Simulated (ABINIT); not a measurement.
# TaN (Fm-3m) in ABINIT: reference runs

Reference runs on TaN: the cell as given and a disturbed copy.

All numbers are computed with ABINIT 10.8.3 (patched build); they aren't measurements. Logs are shortened: lines on timing, memory, paths and dates and some standing lists are left out, and cuts for length are marked. The log counts tension as positive stress, the text compression.

## (1) The crystal as given

The structure is cubic, space group Fm-3m (No. 225). The conventional cell has a = 4.423 Å, b = 4.423 Å, c = 4.423 Å, α = 90.00°, β = 90.00°, γ = 90.00°. Ta (site symmetry m-3m) has 6 N at 2.21 Å as nearest neighbours. N (site symmetry m-3m) is surrounded by 6 Ta at 2.21 Å.

The cell comes from a database or a generator and needn't be the stable form of this composition.

## (2) Single point, PBE

run.abi

```
# Pseudopotentials
pp_dirpath "./"
pseudos "Ta.GGA_PBE-JTH.xml, N.GGA_PBE-JTH.xml"

# Structure
acell 3.1272829774 3.1272829774 3.1272829774 Angstrom
rprim
     0.0000000000     0.7071067812     0.7071067812
     0.7071067812     0.0000000000     0.7071067812
     0.7071067812     0.7071067812     0.0000000000
ntypat 2
znucl 73 7
natom 2
typat 1 2
xred
     0.5000000000     0.5000000000     0.5000000000
     0.0000000000     0.0000000000     0.0000000000

# Plane-wave basis
ecut 707.496042 eV
pawecutdg 48.0
pawxcdev 0

# k points
kptopt 1
ngkpt 10 10 10
nshiftk 1
shiftk 0.0 0.0 0.0

# Exchange and correlation
ixc 11

# Bands and occupations
nband 13
occopt 3
tsmear 0.05 eV

# SCF cycle
nstep 100
tolvrs 1.0e-9

# Output
iomode 3
prtwf 0
prteig 0
prtebands 0
enunit 2
prtden 1
prtvha 1
prtvclmb 1
prtpot 1
```

Potentials or basis: JTH PAW PBE v2.0.

Run with:

```
$ abinit run.abi > log 2>&1
```

run.abo:

```text
.Version 10.8.3 of ABINIT
 Symmetries : space group Fm -3 m (#225); Bravais cF (face-center cubic)
================================================================================
 Values of the parameters that define the memory need of the present run
     intxc =       0    ionmov =       0      iscf =      17    lmnmax =      18
     lnmax =       6     mgfft =      30  mpssoang =       3    mqgrid =    3001
     natom =       2  nloc_mem =       2    nspden =       1   nspinor =       1
    nsppol =       1      nsym =      48    n1xccc =       1    ntypat =       2
    occopt =       3   xclevel =       2
       mpw =         938          nfft =       27000          nkpt =          47
 PAW method is used; the additional fine FFT grid is defined by:
   mgfftf=        40    nfftf =     64000
================================================================================
================================================================================

--------------------------------------------------------------------------------
------------- Echo of variables that govern the present computation ------------
--------------------------------------------------------------------------------
 -outvars: echo values of preprocessed input variables --------
            acell      5.9097083455E+00  5.9097083455E+00  5.9097083455E+00 Bohr
              amu      1.80947900E+02  1.40067400E+01
             ecut      2.60000000E+01 Hartree
           enunit           2
              ixc          11
         kptrlatt       10    0    0      0   10    0      0    0   10
          kptrlen      5.90970835E+01
            natom           2
            nband          13
            ngfft          30      30      30
          ngfftdg          40      40      40
             nkpt          47
            nstep         100
             nsym          48
           ntypat           2
           occopt           3
        pawecutdg      4.80000000E+01 Hartree
         pawxcdev           0
        prtebands           0
           prteig           0
           prtpot           1
         prtvclmb           1
           prtvha           1
            prtwf           0
            rprim      0.0000000000E+00  7.0710678120E-01  7.0710678120E-01
                       7.0710678120E-01  0.0000000000E+00  7.0710678120E-01
                       7.0710678120E-01  7.0710678120E-01  0.0000000000E+00
          spgroup         225
           tolvrs      1.00000000E-09
           tsmear      1.83746611E-03 Hartree
            typat      1  2
           useylm           1
           xangst      2.2113230001E+00  2.2113230001E+00  2.2113230001E+00
                       0.0000000000E+00  0.0000000000E+00  0.0000000000E+00
            xcart      4.1787948460E+00  4.1787948460E+00  4.1787948460E+00
                       0.0000000000E+00  0.0000000000E+00  0.0000000000E+00
             xred      5.0000000000E-01  5.0000000000E-01  5.0000000000E-01
                       0.0000000000E+00  0.0000000000E+00  0.0000000000E+00
            znucl       73.00000    7.00000

================================================================================

 chkinp: Checking input parameters for consistency.

================================================================================
== DATASET  1 ==================================================================

--- !DatasetInfo
iteration_state: {dtset: 1, }
dimensions: {natom: 2, nkpt: 47, mband: 13, nsppol: 1, nspinor: 1, nspden: 1, mpw: 938, }
cutoff_energies: {ecut:  26.0, pawecutdg:  48.0, }
electrons: {nelect:   1.80000000E+01, charge:   0.00000000E+00, occopt:   3.00000000E+00, tsmear:   1.83746611E-03, }
meta: {optdriver: 0, ionmov: 0, optcell: 0, iscf: 17, paral_kgb: 0, }
...

 Exchange-correlation functional for the present dataset will be:
  GGA: Perdew-Burke-Ernzerhof functional - ixc=11
  J.P.Perdew, K.Burke, M.Ernzerhof, PRL 77, 3865 (1996)

 Real(R)+Recip(G) space primitive vectors, cartesian coordinates (Bohr,Bohr^-1):
 R(1)=  0.0000000  4.1787948  4.1787948  G(1)= -0.1196517  0.1196517  0.1196517
 R(2)=  4.1787948  0.0000000  4.1787948  G(2)=  0.1196517 -0.1196517  0.1196517
 R(3)=  4.1787948  4.1787948  0.0000000  G(3)=  0.1196517  0.1196517 -0.1196517
 Unit cell volume ucvol=  1.4594296E+02 bohr^3
 Angles (23,13,12)=  6.00000000E+01  6.00000000E+01  6.00000000E+01 degrees

 Coarse grid specifications (used for wave-functions):

 getcut: wavevector=  0.0000  0.0000  0.0000  ngfft=  30  30  30
         ecut(hartree)=     26.000   => boxcut(ratio)=   2.21404

 getcut : COMMENT -
  Note that boxcut > 2.2 ; recall that boxcut=Gcut(box)/Gcut(sphere) = 2
  is sufficient for exact treatment of convolution.
  Such a large boxcut is a waste : you could raise ecut
  e.g. ecut=   31.862819 Hartrees makes boxcut=2

[... 58 lines left out ...]
  sigma(2 2)=  5.30937204E-05  sigma(3 1)=  0.00000000E+00
  sigma(3 3)=  5.30937204E-05  sigma(2 1)=  0.00000000E+00

--- !ResultsGS
iteration_state: {dtset: 1, }
comment   : Summary of ground state results
lattice_vectors:
- [  0.0000000,   4.1787948,   4.1787948, ]
- [  4.1787948,   0.0000000,   4.1787948, ]
- [  4.1787948,   4.1787948,   0.0000000, ]
lattice_lengths: [   5.90971,    5.90971,    5.90971, ]
lattice_angles: [ 60.000,  60.000,  60.000, ] # degrees, (23, 13, 12)
lattice_volume:   1.4594296E+02
convergence: {deltae: -3.098E-12, res2:  1.607E-10, residm:  3.560E-05, diffor: null, }
etotal    :  -6.90634029E+01
entropy   :   0.00000000E+00
fermie    :   2.25852018E-01
cartesian_stress_tensor: # hartree/bohr^3
- [  5.30937204E-05,   0.00000000E+00,   0.00000000E+00, ]
- [  0.00000000E+00,   5.30937204E-05,   0.00000000E+00, ]
- [  0.00000000E+00,   0.00000000E+00,   5.30937204E-05, ]
pressure_GPa:  -1.5621E+00
xred      :
- [  5.0000E-01,   5.0000E-01,   5.0000E-01, Ta]
- [  0.0000E+00,   0.0000E+00,   0.0000E+00,  N]
cartesian_forces: # hartree/bohr
- [ -0.00000000E+00,  -0.00000000E+00,  -0.00000000E+00, ]
- [ -0.00000000E+00,  -0.00000000E+00,  -0.00000000E+00, ]
force_length_stats: {min:   0.00000000E+00, max:   0.00000000E+00, mean:   0.00000000E+00, }
...

 Integrated electronic density in atomic spheres:
 ------------------------------------------------
 Atom  Sphere_radius  Integrated_density
    1        2.41973         10.70341523
    2        1.20497          2.54416895

================================================================================

 ----iterations are completed or convergence reached----

 Mean square residual over all n,k,spin=   19.817E-08; max=  35.601E-06
 reduced coordinates (array xred) for    2 atoms
       0.500000000000      0.500000000000      0.500000000000
       0.000000000000      0.000000000000      0.000000000000
 rms dE/dt=  0.0000E+00; max dE/dt=  0.0000E+00; dE/dt below (all hartree)
    1       0.000000000000      0.000000000000      0.000000000000
    2       0.000000000000      0.000000000000      0.000000000000

 cartesian coordinates (angstrom) at end:
    1      2.21132300005087     2.21132300005087     2.21132300005087
    2      0.00000000000000     0.00000000000000     0.00000000000000

 cartesian forces (hartree/bohr) at end:
    1     -0.00000000000000    -0.00000000000000    -0.00000000000000
    2     -0.00000000000000    -0.00000000000000    -0.00000000000000
 frms,max,avg= 0.0000000E+00 0.0000000E+00   0.000E+00  0.000E+00  0.000E+00 h/b

 cartesian forces (eV/Angstrom) at end:
    1     -0.00000000000000    -0.00000000000000    -0.00000000000000
    2     -0.00000000000000    -0.00000000000000    -0.00000000000000
 frms,max,avg= 0.0000000E+00 0.0000000E+00   0.000E+00  0.000E+00  0.000E+00 e/A
 length scales=  5.909708345499  5.909708345499  5.909708345499 bohr
              =  3.127282977400  3.127282977400  3.127282977400 angstroms
 Fermi (or HOMO) energy (hartree) =   0.22585   Average Vxc (hartree)=  -0.48907
 Eigenvalues (hartree) for nkpt=  47  k points:
 kpt#   1, nband= 13, wtk=  0.00100, kpt=  0.0000  0.0000  0.0000 (reduced coord)
  -2.33308   -1.09144   -1.09144   -1.09144   -0.46250    0.08618    0.08618    0.08618
   0.14910    0.14910    0.14910    0.22713    0.22713
      occupation numbers for kpt#   1
   2.00000    2.00000    2.00000    2.00000    2.00000    2.00000    2.00000    2.00000
   2.00000    2.00000    2.00000    0.66660    0.66660
 prteigrs : prtvol=0 or 1, do not print more k-points.

 Fermi (or HOMO) energy (eV) =   6.14575   Average Vxc (eV)= -13.30820
 Eigenvalues (   eV  ) for nkpt=  47  k points:
 kpt#   1, nband= 13, wtk=  0.00100, kpt=  0.0000  0.0000  0.0000 (reduced coord)
 -63.48641  -29.69952  -29.69952  -29.69952  -12.58516    2.34519    2.34519    2.34519
   4.05728    4.05728    4.05728    6.18041    6.18041
 prteigrs : prtvol=0 or 1, do not print more k-points.

--- !EnergyTerms
iteration_state     : {dtset: 1, }
comment             : Components of total free energy in Hartree
kinetic             :  1.20291779808443E+01
hartree             :  8.12524983587894E+00
xc                  : -1.09183876033013E+01
Ewald energy        : -6.16881514529893E+01
psp_core            :  9.86716770708290E+00
local_psp           : -1.14077452701501E+01
PAW spherical_terms : -1.50705054237418E+01
internal            : -6.90631942263765E+01
'-kT*entropy'       : -2.16311967687617E-04
total_energy        : -6.90634105383441E+01
total_energy_eV     : -1.87931113962364E+03
...

--- !EnergyTermsDC
iteration_state     : {dtset: 1, }
comment             : '"Double-counting" decomposition of free energy'
band_energy         : -1.19322322060896E+01
Ewald energy        : -6.16881514529893E+01
psp_core            :  9.86716770708290E+00
xc_dc               : -1.17672798135168E+01
PAW spherical_terms :  6.45730915207449E+00
internal            : -6.90631866134383E+01
'-kT*entropy'       : -2.16311967687617E-04
total_energy_dc     : -6.90634029254060E+01
total_energy_dc_eV  : -1.87931093246504E+03
...

--- !EnergyTermsWithPAWCore
iteration_state     : {dtset: 1, }
comment             : 'Components of total free energy, including PAW core contributions'
Total energy        : -1.56597399268445E+04
Total energy DC     : -1.56597399192315E+04
Total energy (eV)   : -4.26123231660975E+05
Total energy DC (eV): -4.26123231453817E+05
...

 Cartesian components of stress tensor (hartree/bohr^3)
  sigma(1 1)=  5.30937204E-05  sigma(3 2)=  0.00000000E+00
  sigma(2 2)=  5.30937204E-05  sigma(3 1)=  0.00000000E+00
  sigma(3 3)=  5.30937204E-05  sigma(2 1)=  0.00000000E+00

-Cartesian components of stress tensor (GPa)         [Pressure= -1.5621E+00 GPa]
- sigma(1 1)=  1.56207118E+00  sigma(3 2)=  0.00000000E+00
- sigma(2 2)=  1.56207118E+00  sigma(3 1)=  0.00000000E+00
- sigma(3 3)=  1.56207118E+00  sigma(2 1)=  0.00000000E+00

== END DATASET(S) ==============================================================
================================================================================

 -outvars: echo values of variables after computation  --------
            acell      5.9097083455E+00  5.9097083455E+00  5.9097083455E+00 Bohr
           etotal     -6.9063402925E+01
            fcart     -0.0000000000E+00 -0.0000000000E+00 -0.0000000000E+00
                      -0.0000000000E+00 -0.0000000000E+00 -0.0000000000E+00
            rprim      0.0000000000E+00  7.0710678120E-01  7.0710678120E-01
                       7.0710678120E-01  0.0000000000E+00  7.0710678120E-01
                       7.0710678120E-01  7.0710678120E-01  0.0000000000E+00
           strten      5.3093720409E-05  5.3093720409E-05  5.3093720409E-05
                       0.0000000000E+00  0.0000000000E+00  0.0000000000E+00
           xangst      2.2113230001E+00  2.2113230001E+00  2.2113230001E+00
                       0.0000000000E+00  0.0000000000E+00  0.0000000000E+00
             xred      5.0000000000E-01  5.0000000000E-01  5.0000000000E-01
                       0.0000000000E+00  0.0000000000E+00  0.0000000000E+00
 Calculation completed.
```

Wall time 31 s (1 thread of Arm Neoverse V2, shared host); peak memory 0.12 GiB.

What came out:

```yaml
Free_energy: -1879.3109 eV
Pressure: -1.6 GPa
Band_gap_on_the_k_mesh: none (metal or under the smearing width)
Valence_electrons_inside_the_program's_atomic_spheres: Ta 10.70; N 2.54
```

Caveat: the highest band is partly filled, so the run has too few bands. The run has no spin-orbit coupling, so splittings on Ta are missing.

## (3) Single point, PBE (atoms moved at random, drawn with an rms of 0.05 Å)

Edit run.abi of step 2 so:

```diff
@@ -15,7 +15,10 @@
 xred
-     0.5000000000     0.5000000000     0.5000000000
-     0.0000000000     0.0000000000     0.0000000000
+     0.5135260000     0.4842130000     0.5289790000
+    -0.0129020000    -0.0147020000     0.0156950000
+chkprim 0
+chksymtnons 0
+tolsym 1.0e-6
 
 # Plane-wave basis
-ecut 707.496042 eV
+ecut 26.0
 pawecutdg 48.0
@@ -44,8 +47,4 @@
 prtwf 0
+prtden 0
 prteig 0
 prtebands 0
-enunit 2
-prtden 1
-prtvha 1
-prtvclmb 1
-prtpot 1
```

Potentials or basis: JTH PAW PBE v2.0.

Run with:

```
$ abinit run.abi > log 2>&1
```

It took 4.9 min on 1 thread of Arm Neoverse V2, shared host; peak memory 0.32 GiB.

Results (log left out):

- Free energy: -1879.2687 eV
- Pressure: 0.3 GPa
- Largest force: 0.837 eV/Å
- Band gap on the k mesh: none (metal or under the smearing width)
- Valence electrons inside the program's atomic spheres: Ta 10.71; N 2.60

Forces on the atoms (eV/Å):
```
Ta  -0.208 -0.682 -0.438
N    0.208  0.682  0.438
```

Stress tensor (GPa, compression positive):
```
-0.95 -0.18 -0.08
-0.18  1.73 -0.32
-0.08 -0.32  0.01
```

Levels at points of the mesh, in eV from the Fermi level:
| k point | band 7 | band 8 | band 9 | band 10 | band 11 | band 12 |
| --- | --- | --- | --- | --- | --- | --- |
| (0.00, 0.00, 0.00) | -4.06 | -4.01 | -2.05 | -1.83 | -1.69 | 0.15 |
| (0.50, 0.00, 0.00) | -7.47 | -7.43 | 1.78 | 1.81 | 1.97 | 3.68 |
| (0.00, 0.50, 0.00) | -7.44 | -7.39 | 1.76 | 1.82 | 1.93 | 3.59 |
| (0.50, 0.50, 0.00) | -5.78 | -4.66 | -4.16 | 2.13 | 3.44 | 3.45 |
| (0.00, 0.00, 0.50) | -7.45 | -7.40 | 1.77 | 1.80 | 1.95 | 3.61 |
| (0.50, 0.00, 0.50) | -5.59 | -4.64 | -4.37 | 2.10 | 3.44 | 3.44 |
| (0.00, 0.50, 0.50) | -5.86 | -4.67 | -4.07 | 2.15 | 3.45 | 3.45 |
| (0.50, 0.50, 0.50) | -7.49 | -7.48 | 1.82 | 1.86 | 1.94 | 3.80 |
